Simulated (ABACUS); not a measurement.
# PtSe2 (Sudovikovite) (P-3m1) in ABACUS: equation of state, part 2 of 2

ABACUS 3.10.1.

## (4) Equation of state, PBEsol, 19.86 Å³/atom (volume scaled by 0.98)

The input, INPUT:

```
INPUT_PARAMETERS
suffix              PtSe2
calculation         scf
basis_type          pw
pseudo_dir          ./
symmetry            1
dft_functional      pbesol
ecutwfc             87
pseudo_rcut         7
nspin               1
nbands              30
ks_solver           dav
smearing_method     fd
smearing_sigma      0.00367493
scf_thr             1e-08
scf_nmax            100
mixing_type         broyden
mixing_beta         0.7
cal_force           1
cal_stress          1
kpar                4
```

The input, STRU:

```
ATOMIC_SPECIES
Pt 195.0840 Pt.upf
Se 78.9710 Se.upf

LATTICE_CONSTANT
1.8897261246

LATTICE_VECTORS
3.6990059583 0.0000000000 0.0000000000
-1.8495029792 3.2034331287 0.0000000000
0.0000000000 0.0000000000 5.0280258220

ATOMIC_POSITIONS
Direct

Pt
0.0
1
0.0000000000 0.0000000000 0.0000000000 1 1 1

Se
0.0
2
0.6666666667 0.3333333333 0.7500000000 1 1 1
0.3333333333 0.6666666667 0.2500000000 1 1 1
```

The input, KPT:

```
K_POINTS
0
Gamma
8 8 5 0 0 0
```

Potentials or basis: PseudoDojo NC SR 0.4.1 PBEsol standard, plane waves.

On the command line:

```bash
> OMP_NUM_THREADS=1 mpirun -np 4 abacus > log
```

running log:

```text
ABACUS v3.10.1

               Atomic-orbital Based Ab-initio Computation at UStc

 ------------------------------------------------------------------------------------

 READING GENERAL INFORMATION
                           global_out_dir = OUT.PtSe2/
                           global_in_card = INPUT
                               pseudo_dir = ./
                              orbital_dir =
                                    DSIZE = 4
                                    GSIZE = 1

 READING UNITCELL INFORMATION
                                    ntype = 2
                  lattice constant (Bohr) = 1.88973
              lattice constant (Angstrom) = 1

 READING ATOM TYPE 1
                               atom label = Pt
                      L=0, number of zeta = 1
                      L=1, number of zeta = 1
                      L=2, number of zeta = 1
             number of atom for this type = 1

 READING ATOM TYPE 2
                               atom label = Se
                      L=0, number of zeta = 1
                      L=1, number of zeta = 1
                      L=2, number of zeta = 1
             number of atom for this type = 2

                        TOTAL ATOM NUMBER = 3
DIRECT COORDINATES
    atom                   x                   y                   z     mag                  vx                  vy                  vz
taud_Pt1            0.0000000000        0.0000000000        0.0000000000  0.0000        0.0000000000        0.0000000000        0.0000000000
taud_Se1            0.6666666667        0.3333333333        0.7500000000  0.0000        0.0000000000        0.0000000000        0.0000000000
taud_Se2            0.3333333333        0.6666666667        0.2500000000  0.0000        0.0000000000        0.0000000000        0.0000000000

                          Volume (Bohr^3) = 402.064
                             Volume (A^3) = 59.5796

 Lattice vectors: (Cartesian coordinate: in unit of a_0)
             +3.69901                  +0                  +0
              -1.8495            +3.20343                  +0
                   +0                  +0            +5.02803
 Reciprocal vectors: (Cartesian coordinate: in unit of 2 pi/a_0)
            +0.270343           +0.156083                  -0
                   -0           +0.312165                  -0
                   +0                  -0           +0.198885
 The esolver type has been set to : ksdft_pw
[... 245 lines left out ...]

 Notice: Threshold on eigenvalues was too large.
 hsover_error=0.5 > DRHO=0.324497
 Origin diag ethr = 0.01
 New diag ethr = 0.000648993

 Density error is 0.317242802431
                          Error Threshold = 0.000648993402975
----------------------------------------------------------
     Energy           Rydberg                 eV
----------------------------------------------------------
 E_KohnSham     -745.4819940105      -10142.8028749443
 E_Harris       -751.2446102511      -10221.2072912035
 E_Fermi        1.0660279699         14.5040546174
----------------------------------------------------------
[... 75 lines left out ...]
 Density error is 5.30459646371e-09
                          Error Threshold = 4.53925872569e-11
----------------------------------------------------------
     Energy           Rydberg                 eV
----------------------------------------------------------
 E_KohnSham     -745.6380384992      -10144.9259691329
 E_KS(sigma->0) -745.6378166515      -10144.9229507392
 E_Harris       -745.6373376561      -10144.9164336727
 E_band         -68.0394309472       -925.7239495598
 E_one_elec     -356.9031567085      -4855.9165654219
 E_Hartree      195.3898661883       2658.4155116182
 E_xc           -143.2652572176      -1949.2238235945
 E_Ewald        -440.8590470660      -5998.1950549473
 E_entropy(-TS) -0.0004436955        -0.0060367875
 E_descf        0.0000000000         0.0000000000
 E_exx          0.0000000000         0.0000000000
 E_Fermi        1.0381224176         14.1243801004
----------------------------------------------------------

 charge density convergence is achieved
 final etot is -10144.925969 eV
 EFERMI = 14.1243801 eV

 STATE ENERGY(eV) AND OCCUPATIONS    NSPIN == 1
 1/10 kpoint (Cartesian) = 0.0000 0.0000 0.0000 (5519 pws)
       1       -85.7032     0.00625000
       2       -39.8474     0.00625000
       3       -39.8474     0.00625000
       4       -39.7575     0.00625000
       5       -34.5765     0.00625000
       6       -34.5765     0.00625000
[... 182 lines left out ...]
      29        19.7766    3.01906e-51
      30        21.1834    1.82165e-63

[... levels at 4 further k points ...]

------------------------------------------------------------------------------------------
 TOTAL-FORCE (eV/Angstrom)
------------------------------------------------------------------------------------------
                       Pt1         0.0000000000         0.0000000000         0.0000000000
                       Se1         0.0000000000         0.0000000000        -0.6090481824
                       Se2         0.0000000000         0.0000000000         0.6090481824
------------------------------------------------------------------------------------------

----------------------------------------------------------------
 TOTAL-STRESS (KBAR)
----------------------------------------------------------------
        57.8738064465         0.0000000009         0.0000000000
         0.0000000009        57.8738064443         0.0000000000
         0.0000000000         0.0000000000        32.4408132724
----------------------------------------------------------------
 TOTAL-PRESSURE: 49.396142 KBAR

 --------------------------------------------
 !FINAL_ETOT_IS -10144.9259691329061752 eV
 --------------------------------------------
```

stdout:

```text
ABACUS v3.10.1

               Atomic-orbital Based Ab-initio Computation at UStc

%%%%%%%%%%%%%%%%%%%%%%%%%%%%%%%%%%%%%%%%%%%%%%%%%%%%%%%%%%%%%%%%%%%%%%%%%%%%%%%%%%%%%%%%%%%%%%%%%%%%%%%%%
 Warning: the number of valence electrons in pseudopotential > 10 for Pt: [Xe] 4f14 5d9 6s1
[... 35 lines left out ...]
 TOTAL-STRESS (KBAR)
----------------------------------------------------------------
        57.8738064465         0.0000000009         0.0000000000
         0.0000000009        57.8738064443         0.0000000000
         0.0000000000         0.0000000000        32.4408132724
----------------------------------------------------------------
 TOTAL-PRESSURE: 49.396142 KBAR
```

Run time: 32 s. Hardware: 4 MPI ranks of Intel Xeon Platinum 8488C (Sapphire Rapids), shared host; peak memory 0.64 GiB.

What came out:

```yaml
Free_energy: -10144.9260 eV
Pressure: 4.9 GPa
Largest_force: 0.609 eV/Å
Band_gap_on_the_k_mesh: none (metal or under the smearing width)
```

## (5) Equation of state, PBEsol, 20.27 Å³/atom

INPUT is that of step 4.

STRU, as its differences from that of step 4:

```diff
@@ -8,5 +8,5 @@
 LATTICE_VECTORS
-3.6990059583 0.0000000000 0.0000000000
--1.8495029792 3.2034331287 0.0000000000
-0.0000000000 0.0000000000 5.0280258220
+3.7240000000 0.0000000000 0.0000000000
+-1.8620000000 3.2250786037 0.0000000000
+0.0000000000 0.0000000000 5.0620000000
```

KPT is that of step 4.

On the command line:

```bash
> OMP_NUM_THREADS=1 mpirun -np 4 abacus > log
```

Wall time 36 s (4 MPI ranks of Intel Xeon Platinum 8488C (Sapphire Rapids), shared host); peak memory 0.64 GiB.

The run converged. Its results:

| Item | Value |
| --- | --- |
| Free energy | -10144.9522 eV |
| Pressure | 2.0 GPa |
| Largest force | 0.344 eV/Å |
| Band gap on the k mesh | none (metal or under the smearing width) |

## (6) Equation of state, PBEsol, 20.67 Å³/atom (volume scaled by 1.02)

INPUT is that of step 5.

STRU, as its differences from that of step 5:

```diff
@@ -8,5 +8,5 @@
 LATTICE_VECTORS
-3.7240000000 0.0000000000 0.0000000000
--1.8620000000 3.2250786037 0.0000000000
-0.0000000000 0.0000000000 5.0620000000
+3.7486629704 0.0000000000 0.0000000000
+-1.8743314852 3.2464373626 0.0000000000
+0.0000000000 0.0000000000 5.0955241558
```

KPT is that of step 5.

Potentials or basis: PseudoDojo NC SR 0.4.1 PBEsol standard, plane waves.

On the command line:

```bash
> OMP_NUM_THREADS=1 mpirun -np 4 abacus > log
```

Wall time 37 s (4 MPI ranks of Intel Xeon Platinum 8488C (Sapphire Rapids), shared host); peak memory 0.64 GiB.

It converged, with:

- Free energy: -10144.9577 eV
- Pressure: -0.6 GPa
- Largest force: 0.090 eV/Å
- Band gap on the k mesh: none (metal or under the smearing width)

## (7) Equation of state, PBEsol, 21.08 Å³/atom (volume scaled by 1.04)

INPUT is that of step 6.

STRU, as its differences from that of step 6:

```diff
@@ -8,5 +8,5 @@
 LATTICE_VECTORS
-3.7486629704 0.0000000000 0.0000000000
--1.8743314852 3.2464373626 0.0000000000
-0.0000000000 0.0000000000 5.0955241558
+3.7730056198 0.0000000000 0.0000000000
+-1.8865028099 3.2675187154 0.0000000000
+0.0000000000 0.0000000000 5.1286129021
```

KPT is that of step 6.

On the command line:

```bash
> OMP_NUM_THREADS=1 mpirun -np 4 abacus > log
```

Wall time 33 s (4 MPI ranks of Intel Xeon Platinum 8488C (Sapphire Rapids), shared host); peak memory 0.64 GiB.

It converged, with:

```
Free energy            : -10144.9446 eV
Pressure               : -2.9 GPa
Largest force          : 0.133 eV/Å
Band gap on the k mesh : none (metal or under the smearing width)
```

## (8) Equation of state, PBEsol, 21.48 Å³/atom (volume scaled by 1.06)

INPUT is that of step 7.

STRU, as its differences from that of step 7:

```diff
@@ -8,5 +8,5 @@
 LATTICE_VECTORS
-3.7730056198 0.0000000000 0.0000000000
--1.8865028099 3.2675187154 0.0000000000
-0.0000000000 0.0000000000 5.1286129021
+3.7970381507 0.0000000000 0.0000000000
+-1.8985190754 3.2883314977 0.0000000000
+0.0000000000 0.0000000000 5.1612801071
```

KPT is that of step 7.

On the command line:

```bash
> OMP_NUM_THREADS=1 mpirun -np 4 abacus > log
```

Wall time 37 s (4 MPI ranks of Intel Xeon Platinum 8488C (Sapphire Rapids), shared host); peak memory 0.64 GiB.

It converged, with:

| Item | Value |
| --- | --- |
| Free energy | -10144.9150 eV |
| Pressure | -4.9 GPa |
| Largest force | 0.337 eV/Å |
| Band gap on the k mesh | none (metal or under the smearing width) |

## (9) Equation of state, PBEsol

Potentials or basis: PseudoDojo NC SR 0.4.1 PBEsol standard, plane waves.

This step only gathers the single runs of the series.

What came out:

| Quantity | Value |
| --- | --- |
| Equilibrium volume | 20.58 Å³/atom |
| Bulk modulus at fixed shape and positions | 127 GPa |
| Pressure derivative of the bulk modulus | 4.9 |

Energy against volume, from the lowest point:
| volume (Å³/atom) | energy (meV/atom) |
| --- | --- |
| 19.049 | 52.39 |
| 19.455 | 27.11 |
| 19.860 | 10.57 |
| 20.265 | 1.81 |
| 20.671 | 0.00 |
| 21.076 | 4.37 |
| 21.481 | 14.24 |

Caveat: the cell was scaled at fixed shape and fractional positions, which overstates the stiffness of a crystal with free parameters, most of all of layers and chains.
